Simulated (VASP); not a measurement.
All values below come from TPSS meta-GGA, VASP's PBE PAW potentials (set 64) (plane waves; VASP).

VASP ran on this input.

File POSCAR:
```
CsI
1
    4.6604112104     0.0000000000     0.0000000000
    0.0000000000     4.6604112104     0.0000000000
    0.0000000000     0.0000000000     4.6604112104
Cs I
1 1
Direct
  0.0000000000   0.0000000000   0.0000000000
  0.5000000000   0.5000000000   0.5000000000
```

KPOINTS:
```
Automatic mesh
0
Gamma
7 7 7
0 0 0
```

KPOINTS_OPT:
```
k-points along high-symmetry lines
10
Line-mode
Reciprocal
  0.000000   0.000000   0.000000 ! GAMMA
  0.000000   0.500000   0.000000 ! X

  0.000000   0.500000   0.000000 ! X
  0.500000   0.500000   0.000000 ! M

  0.500000   0.500000   0.000000 ! M
  0.000000   0.000000   0.000000 ! GAMMA

  0.000000   0.000000   0.000000 ! GAMMA
  0.500000   0.500000   0.500000 ! R

  0.500000   0.500000   0.500000 ! R
  0.000000   0.500000   0.000000 ! X

  0.500000   0.500000   0.500000 ! R
  0.500000   0.500000   0.000000 ! M
```

INCAR:
```
SYSTEM = CsI
PREC = Accurate
ENCUT = 520
EDIFF = 1E-7
NELM = 100
ALGO = Normal
LREAL = .FALSE.
LASPH = .TRUE.
ISMEAR = -5
METAGGA = TPSS
LMIXTAU = .TRUE.
LMAXMIX = 4
LWAVE = .FALSE.
LCHARG = .FALSE.
LORBIT = 11
NEDOS = 601
ISIF = 2
```

POTCAR, in this order: Cs_sv I (PBE.64 set). Program: vasp_std.

The resulting files:

### OSZICAR
```
       N       E                     dE             d eps       ncg     rms          rms(c)
DAV:   1     0.888268307318E+02    0.88827E+02   -0.61248E+03   480   0.112E+03
DAV:   2    -0.123434686570E+02   -0.10117E+03   -0.95702E+02   760   0.235E+02
DAV:   3    -0.220770934760E+02   -0.97336E+01   -0.96874E+01   636   0.730E+01
DAV:   4    -0.222787095699E+02   -0.20162E+00   -0.20148E+00   604   0.134E+01
DAV:   5    -0.222824591940E+02   -0.37496E-02   -0.37494E-02   600   0.182E+00    0.161E+00
DAV:   6    -0.215852955996E+02    0.69716E+00   -0.15220E+00   480   0.189E+01    0.935E-01
DAV:   7    -0.212140847657E+02    0.37121E+00   -0.40830E-01   552   0.505E+00    0.572E-01
DAV:   8    -0.212897300142E+02   -0.75645E-01   -0.63436E-02   560   0.230E+00    0.425E-01
DAV:   9    -0.212727908551E+02    0.16939E-01   -0.32279E-02   488   0.223E+00    0.198E-01
DAV:  10    -0.213081577516E+02   -0.35367E-01   -0.37570E-02   496   0.213E+00    0.674E-02
DAV:  11    -0.213129292801E+02   -0.47715E-02   -0.83760E-03   532   0.957E-01    0.560E-02
DAV:  12    -0.213142676094E+02   -0.13383E-02   -0.48936E-04   592   0.252E-01    0.303E-02
DAV:  13    -0.213154568800E+02   -0.11893E-02   -0.94250E-04   540   0.288E-01    0.463E-03
DAV:  14    -0.213154356838E+02    0.21196E-04   -0.11063E-04   588   0.138E-01    0.706E-03
DAV:  15    -0.213154901268E+02   -0.54443E-04   -0.28139E-05   540   0.657E-02    0.306E-03
DAV:  16    -0.213155061407E+02   -0.16014E-04   -0.96474E-06   596   0.326E-02    0.980E-04
DAV:  17    -0.213155070131E+02   -0.87245E-06   -0.82979E-07   536   0.652E-03    0.968E-04
DAV:  18    -0.213155070442E+02   -0.31071E-07   -0.30770E-08   360   0.202E-03
   1 F= -.21315507E+02 E0= -.21315507E+02  d E =0.000000E+00
       N       E                     dE             ncg
       N       E                     dE             ncg
       N       E                     dE             ncg
```

**OUTCAR**
```
------------------------ aborting loop because EDIFF is reached ----------------------------------------
  FORCE on cell =-STRESS in cart. coord.  units (eV):
  Direction    XX          YY          ZZ          XY          YZ          ZX
  --------------------------------------------------------------------------------------
  Total        0.0047287      0.0047287      0.0047287      0.0000000      0.0000000     -0.0000000
  in kB        0.0748485      0.0748485      0.0748485      0.0000000      0.0000000     -0.0000000
  external PRESSURE =       0.0748485 kB  Pullay stress =       0.0000000 kB
  volume of cell :      101.22
      direct lattice vectors                 reciprocal lattice vectors
     4.660411210  0.000000000  0.000000000     0.214573340  0.000000000  0.000000000
     0.000000000  4.660411210  0.000000000     0.000000000  0.214573340  0.000000000
     0.000000000  0.000000000  4.660411210     0.000000000  0.000000000  0.214573340
 POSITION                                       TOTAL-FORCE (eV/Angst)
 -----------------------------------------------------------------------------------
      0.00000      0.00000      0.00000         0.000000      0.000000      0.000000
      2.33021      2.33021      2.33021         0.000000      0.000000      0.000000
 -----------------------------------------------------------------------------------
    total drift:                                0.000000      0.000000     -0.000000
  FREE ENERGIE OF THE ION-ELECTRON SYSTEM (eV)
  ---------------------------------------------------
  free  energy   TOTEN  =       -21.3155070442 eV

  energy  without entropy=      -21.3155070442  energy(sigma->0) =      -21.31550704

 total charge

# of ion       s       p       d       tot
------------------------------------------
    1        1.839   4.719   0.023   6.581
    2        1.473   2.829   0.001   4.303
--------------------------------------------------
tot          3.312   7.548   0.024  10.885
```
(Selected blocks of OUTCAR.)

The compound is CsI in the CsCl type structure. It was relaxed first, which changed the volume by +6 %.
